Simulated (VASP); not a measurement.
# Na2S (Fm-3m) in VASP: density of states with PBEsol+D4

Aim: the density of states of Na2S with PBEsol+D4.

Everything below comes from runs of VASP 6.6.1. Logs are shortened: lines on timing, memory, paths and dates and some standing lists are left out, and cuts for length are marked.

**1. The crystal as given**

The structure is cubic, space group Fm-3m (No. 225). Conventional cell: a = 6.518 Å, b = 6.518 Å, c = 6.518 Å, α = 90.00°, β = 90.00°, γ = 90.00°. Na (site symmetry -43m) is surrounded by 4 S at 2.82 Å. S (site symmetry m-3m) has 8 Na at 2.82 Å as nearest neighbours.

**2. Density of states, PBEsol+D4**

POSCAR reads:

```
Na2S
1.0
    0.0000000000      3.2587638807      3.2587638807
    3.2587638807      0.0000000000      3.2587638807
    3.2587638807      3.2587638807      0.0000000000
Na S
2 1
Direct
    0.2500000000      0.2500000000      0.2500000000
    0.7500000000      0.7500000000      0.7500000000
    0.0000000000      0.0000000000      0.0000000000
```

INCAR.step1 reads:

```
SYSTEM = Na2S
ALGO = Fast
EDIFF = 1E-7
ENCUT = 520
GGA = PS
ISIF = 2
ISMEAR = 0
IVDW = 13
LASPH = .True.
LCHARG = .True.
LREAL = .False.
LWAVE = .False.
NBANDS = 17
NELM = 100
PREC = Accurate
SIGMA = 0.01
```

KPOINTS.step1 reads:

```
k-points
0
Gamma
  6 6 6
  0 0 0
```

INCAR.step2 reads:

```
SYSTEM = Na2S
ALGO = Fast
EDIFF = 1E-7
ENCUT = 520
GGA = PS
ICHARG = 11
ISIF = 2
ISMEAR = -5
IVDW = 13
LASPH = .True.
LCHARG = .False.
LORBIT = 11
LREAL = .False.
LWAVE = .False.
NBANDS = 17
NEDOS = 1001
NELM = 100
PREC = Accurate
SIGMA = 0.01
```

KPOINTS.step2 reads:

```
k-points
0
Gamma
  9 9 9
  0 0 0
```

Potentials or basis: VASP PAW PBE potentials, release 64 (Na_pv, S).

The run is started by

```bash
> cat potpaw_PBE.64/Na_pv/POTCAR potpaw_PBE.64/S/POTCAR > POTCAR
> cp INCAR.step1 INCAR
> cp KPOINTS.step1 KPOINTS
> mpirun -np 1 vasp_std > vasp.out
> cp INCAR.step2 INCAR
> cp KPOINTS.step2 KPOINTS
> mpirun -np 1 vasp_std > vasp.out
```

OUTCAR:

```text
SYSTEM = Na2S
   EDIFF = 1E-7
   ENCUT = 520
   GGA = PS
   ICHARG = 11
   ISIF = 2
   ISMEAR = -5
   IVDW = 13
   LASPH = .True.
   LORBIT = 11
   LREAL = .False.
   NELM = 100
   PREC = Accurate

 ion  position               nearest neighbor table
   1  0.250  0.250  0.250-
   2  0.750  0.750  0.750-
   3  0.000  0.000  0.000-

  LATTYP: Found a face centered cubic cell.
 ALAT       =     6.5175277614

  Lattice vectors:

 A1 = (   0.0000000000,   3.2587638807,   3.2587638807)
 A2 = (   3.2587638807,   0.0000000000,   3.2587638807)
 A3 = (   3.2587638807,   3.2587638807,   0.0000000000)

Analysis of symmetry for initial positions (statically):
=====================================================================
 Subroutine PRICEL returns:
 Original cell was already a primitive cell.

 Routine SETGRP: Setting up the symmetry group for a
 face centered cubic supercell.

 Subroutine GETGRP returns: Found 48 space group operations
 (whereof 48 operations were pure point group operations)
 out of a pool of 48 trial point group operations.

The static configuration has the point symmetry O_h .

Analysis of symmetry for dynamics (positions and initial velocities):
=====================================================================
 Subroutine PRICEL returns:
 Original cell was already a primitive cell.

 Routine SETGRP: Setting up the symmetry group for a
 face centered cubic supercell.

 Subroutine GETGRP returns: Found 48 space group operations
 (whereof 48 operations were pure point group operations)
 out of a pool of 48 trial point group operations.

The dynamic configuration has the point symmetry O_h .

 Subroutine INISYM returns: Found 48 space group operations
 (whereof 48 operations are pure point group operations),
 and found     1 'primitive' translations

----------------------------------------------------------------------------------------

                                     Primitive cell

  volume of cell :      69.2132

  direct lattice vectors                    reciprocal lattice vectors
     0.000000000  3.258763881  3.258763881    -0.153432411  0.153432411  0.153432411
     3.258763881  0.000000000  3.258763881     0.153432411 -0.153432411  0.153432411
     3.258763881  3.258763881  0.000000000     0.153432411  0.153432411 -0.153432411

  length of vectors
     4.608588077  4.608588077  4.608588077     0.265752732  0.265752732  0.265752732

  position of ions in fractional coordinates (direct lattice)
     0.250000000  0.250000000  0.250000000
     0.750000000  0.750000000  0.750000000
     0.000000000  0.000000000  0.000000000

  ion indices of the primitive-cell ions
   primitive index   ion index
                 1           1
                 2           2
                 3           3

----------------------------------------------------------------------------------------

 KPOINTS: k-points

Automatic generation of k-mesh.
 Grid dimensions read from file:
 generate k-points for:    9    9    9

 Generating k-lattice:

  Cartesian coordinates                     Fractional coordinates (reciprocal lattice)
    -0.017048046  0.017048046  0.017048046     0.111111111  0.000000000  0.000000000
     0.017048046 -0.017048046  0.017048046     0.000000000  0.111111111  0.000000000
     0.017048046  0.017048046 -0.017048046     0.000000000  0.000000000  0.111111111

  Length of vectors
     0.029528081  0.029528081  0.029528081

  Shift w.r.t. Gamma in fractional coordinates (k-lattice)
     0.000000000  0.000000000  0.000000000

 TETIRR: Found    115 inequivalent tetrahedra from     4374

 Subroutine IBZKPT returns following result:
 ===========================================

 Found     35 irreducible k-points:

 Following reciprocal coordinates:
            Coordinates               Weight
  0.000000  0.000000  0.000000      1.000000
  0.111111  0.000000  0.000000      8.000000
  0.222222  0.000000  0.000000      8.000000
  0.333333  0.000000  0.000000      8.000000
  0.444444  0.000000  0.000000      8.000000
  0.111111  0.111111  0.000000      6.000000
[... 16 lines left out ...]
 -0.333333  0.333333  0.000000     12.000000
  0.444444  0.444444  0.000000      6.000000
 [... further k-points ...]
   k-points           NKPTS =     35   k-points in BZ     NKDIM =     35   number of bands    NBANDS=     17
   number of dos      NEDOS =   1001   number of ions     NIONS =      3
   total plane-waves  NPLWV =  46656
   dimension x,y,z NGX =    36 NGY =   36 NGZ =   36
   dimension x,y,z NGXF=    72 NGYF=   72 NGZF=   72
   ions per type =               2   1
   NGX,Y,Z   is equivalent  to a cutoff of  12.99, 12.99, 12.99 a.u.
   NGXF,Y,Z  is equivalent  to a cutoff of  25.97, 25.97, 25.97 a.u.
 SYSTEM =  Na2S
   PREC   = accura    normal or accurate (medium, high low for compatibility)
   ISTART =      0    job   : 0-new  1-cont  2-samecut
   ICHARG =     11    charge: 1-file 2-atom 10-const
   ISPIN  =      1    spin polarized calculation?
   LNONCOLLINEAR =      F non collinear calculations
   LSORBIT =      F    spin-orbit coupling
   LASPH  =      T    aspherical Exc in radial PAW
   ENCUT  =  520.0 eV  38.22 Ry    6.18 a.u.   8.57  8.57  8.57*2*pi/ulx,y,z
   NELM   =    100;   NELMIN=  2; NELMDL=  0     # of ELM steps
   EDIFF  = 0.1E-06   stopping-criterion for ELM
   LREAL  =      F    real-space projection
   EDIFFG = 0.1E-05   stopping-criterion for IOM
   NSW    =      0    number of steps for IOM
   IBRION =     -1    ionic relax: 0-MD 1-quasi-New 2-CG
   NFREE  =      0    steps in history (QN), initial steepest desc. (CG)
   ISIF   =      2    stress and relaxation
   ISYM   =      2    0-nonsym 1-usesym 2-fastsym
   POTIM  = 0.5000    time-step for ionic-motion
   TEBEG  =    0.0;   TEEND  =   0.0 temperature during run
   PSTRESS=    0.0 pullay stress
   NELECT =      20.0000    total number of electrons
   NUPDOWN=      -1.0000    fix difference up-down
   EMIN   =  10.00;   EMAX   =-10.00  energy-range for DOS
   EFERMI =   0.00;   METHOD = LEGACY
   ISMEAR =    -5;   SIGMA  =   0.01  broadening in eV -4-tet -1-fermi 0-gaus
   EFERMI_NEDOS =   21; number of points for ismear=-14 and -15
   IALGO  =     68    algorithm
   IMIX   =      4    mixing-type and parameters
     AMIX     =   0.40;   BMIX     =  1.00
     AMIX_MAG =   1.60;   BMIX_MAG =  1.00
  volume/ion in A,a.u.               =      23.07       155.69
  Fermi-wavevector in a.u.,A,eV,Ry     =   1.082319  2.045286 15.938060  1.171414
  Thomas-Fermi vector in A             =   2.218357
   LORBIT       =     11    0 simple, 1 ext, 2 COOP (PROOUT), +10 PAW based schemes
   GGA     = PS    functional components
   LHFCALC =     F    Hartree Fock is set to
   AEXX    =    0.0000 exact exchange contribution
   IVDW    =    13    specifies the selected vdW correction
   LEPSILON=     F    determine dielectric tensor
   LRPA    =     F    only Hartree local field effects (RPA)
 non-spin polarized calculation
 RMM-DIIS sequential band-by-band and
 Fermi weights with tetrahedron method with Bloechl corrections
  energy-cutoff  :      520.00
  volume of cell :       69.21
 maximum number of plane-waves:      1889

 number of electron      19.9999984 magnetization

 Free energy of the ion-electron system (eV)
  ---------------------------------------------------
  ext. energy  EPLUGINS =         0.00000000
  ---------------------------------------------------
  free energy    TOTEN  =       -10.37496124 eV

  energy without entropy =      -10.37496124  energy(sigma->0) =      -10.37496124

 E-fermi :   0.1813     XC(G=0):  -7.9945

 val. band max:        0.1582134974   @ k =   0.0000   0.0000   0.0000
 cond. band min:       2.5577312328   @ k =   0.0000   0.0000   0.0000
 fundamental gap:      2.3995177354
 Fermi energy:         0.1812921116

 k-point     1 :       0.0000    0.0000    0.0000
  band No.  band energies     occupation
      1     -21.8863      2.00000
      2     -21.8863      2.00000
      3     -21.8863      2.00000
      4     -21.8294      2.00000
      5     -21.8294      2.00000
      6     -21.8294      2.00000
[... 9 lines left out ...]
     16       9.4806      0.00000
     17      11.3084      0.00000

 k-point     2 :       0.1111    0.0000    0.0000
  band No.  band energies     occupation
      1     -21.8852      2.00000
      2     -21.8847      2.00000
      3     -21.8847      2.00000
      4     -21.8320      2.00000
      5     -21.8312      2.00000
      6     -21.8312      2.00000
[... 9 lines left out ...]
     16       9.1369      0.00000
     17      10.9357      0.00000

 k-point     3 :       0.2222    0.0000    0.0000
  band No.  band energies     occupation
      1     -21.8820      2.00000
      2     -21.8801      2.00000
      3     -21.8801      2.00000
      4     -21.8393      2.00000
      5     -21.8364      2.00000
      6     -21.8364      2.00000
[... 9 lines left out ...]
     16       9.1270      0.00000
     17      10.4716      0.00000

 k-point     4 :       0.3333    0.0000    0.0000
  band No.  band energies     occupation
      1     -21.8768      2.00000
      2     -21.8728      2.00000
      3     -21.8728      2.00000
      4     -21.8491      2.00000
      5     -21.8443      2.00000
      6     -21.8443      2.00000
[... 9 lines left out ...]
     16       9.8934      0.00000
     17      10.5125      0.00000
[... 343 lines left out ...]
      1     -21.9086      2.00000
      2     -21.8914      2.00000
      3     -21.8898      2.00000
      4     -21.8307      2.00000
      5     -21.8294      2.00000
      6     -21.8185      2.00000
[... 9 lines left out ...]
     16      11.2217      0.00000
     17      12.5614      0.00000

 k-point    23 :      -0.3333    0.3333    0.0000
  band No.  band energies     occupation
      1     -21.9070      2.00000
      2     -21.8842      2.00000
      3     -21.8809      2.00000
      4     -21.8400      2.00000
      5     -21.8378      2.00000
      6     -21.8182      2.00000
[... 9 lines left out ...]
     16      10.2157      0.00000
     17      13.4001      0.00000

 k-point    24 :       0.4444    0.4444    0.0000
  band No.  band energies     occupation
      1     -21.9120      2.00000
      2     -21.8979      2.00000
      3     -21.8979      2.00000
      4     -21.8219      2.00000
      5     -21.8219      2.00000
      6     -21.8169      2.00000
[... 9 lines left out ...]
     16      11.9392      0.00000
     17      12.0776      0.00000

 [... further k-points ...]

------------------------ aborting loop because EDIFF is reached ----------------------------------------

  DFT-D4 for vdW energy calculation

  Edisp (eV):   -0.15236

  FORCE on cell =-STRESS in cart. coord.  units (eV):
  Direction    XX          YY          ZZ          XY          YZ          ZX
  --------------------------------------------------------------------------------------
  -------------------------------------------------------------------------------------
  Total      -0.23542    -0.23542    -0.23542     0.00000     0.00000     0.00000
  in kB      -5.44965    -5.44965    -5.44965     0.00000     0.00000     0.00000
  external pressure =       -5.45 kB  Pullay stress =        0.00 kB

 VOLUME and BASIS-vectors are now :
 -----------------------------------------------------------------------------
  energy-cutoff  :      520.00
  volume of cell :       69.21
      direct lattice vectors                 reciprocal lattice vectors
     0.000000000  3.258763881  3.258763881    -0.153432411  0.153432411  0.153432411
     3.258763881  0.000000000  3.258763881     0.153432411 -0.153432411  0.153432411
     3.258763881  3.258763881  0.000000000     0.153432411  0.153432411 -0.153432411

 POSITION                                       TOTAL-FORCE (eV/Angst)
 -----------------------------------------------------------------------------------
      1.62938      1.62938      1.62938        -0.000000     -0.000000     -0.000000
      4.88815      4.88815      4.88815         0.000000      0.000000      0.000000
      0.00000      0.00000      0.00000         0.000000     -0.000000     -0.000000
 -----------------------------------------------------------------------------------
    total drift:                                0.000000      0.000000      0.000000

  FREE ENERGIE OF THE ION-ELECTRON SYSTEM (eV)
  ---------------------------------------------------
  free  energy   TOTEN  =       -10.5273261271 eV

  energy  without entropy=      -10.5273261271  energy(sigma->0) =      -10.52732613

 total charge

# of ion       s       p       d       tot
------------------------------------------
    1        0.067   5.991   0.000   6.058
    2        0.067   5.991   0.000   6.058
    3        1.306   2.413   0.000   3.719
--------------------------------------------------
tot          1.441  14.394   0.000  15.835
```

It took 40 s on 1 thread of Intel Xeon 6975P-C (Granite Rapids), shared host; peak memory 0.19 GiB.

Results:

| Item | Value |
| --- | --- |
| Valence electrons inside the program's atomic spheres | Na 6.06; S 3.72 |
| Dispersion energy per atom | -0.051 eV |

Levels at points of the mesh, in eV from the valence-band top:
```
           k point  band 8  band 9  band 10  band 11  band 12  band 13
(0.00, 0.00, 0.00)    0.00    0.00     0.00     2.40     7.70     7.70
```

States per cell in windows of 1 eV (zero at the valence-band top; states under -8 eV left out):
```csv
from (eV),total,S3_p,Na1_s,Na2_s,Na1_p,Na2_p,S3_s
-8.0,0.00,0.00,0.00,0.00,0.00,0.00,0.00
-7.0,0.00,0.00,0.00,0.00,0.00,0.00,0.00
-6.0,0.00,0.00,0.00,0.00,0.00,0.00,0.00
-5.0,0.00,0.00,0.00,0.00,0.00,0.00,0.00
-4.0,0.00,0.00,0.00,0.00,0.00,0.00,0.00
-3.0,0.00,0.00,0.00,0.00,0.00,0.00,0.00
-2.0,1.82,0.60,0.04,0.04,0.01,0.01,0.01
-1.0,4.26,1.84,0.02,0.02,0.04,0.04,0.00
0.0,0.00,0.00,0.00,0.00,0.00,0.00,0.00
1.0,0.00,0.00,0.00,0.00,0.00,0.00,0.00
2.0,0.02,0.00,0.00,0.00,0.00,0.00,0.00
3.0,0.25,0.02,0.01,0.01,0.00,0.00,0.02
4.0,1.43,0.12,0.03,0.03,0.03,0.03,0.05
5.0,0.65,0.06,0.03,0.03,0.01,0.01,0.02
6.0,1.61,0.10,0.11,0.11,0.03,0.03,0.03
7.0,3.18,0.25,0.12,0.12,0.10,0.10,0.01
```

Caveat: the PAW data sets were made with another functional, which shifts forces and pressure a little.
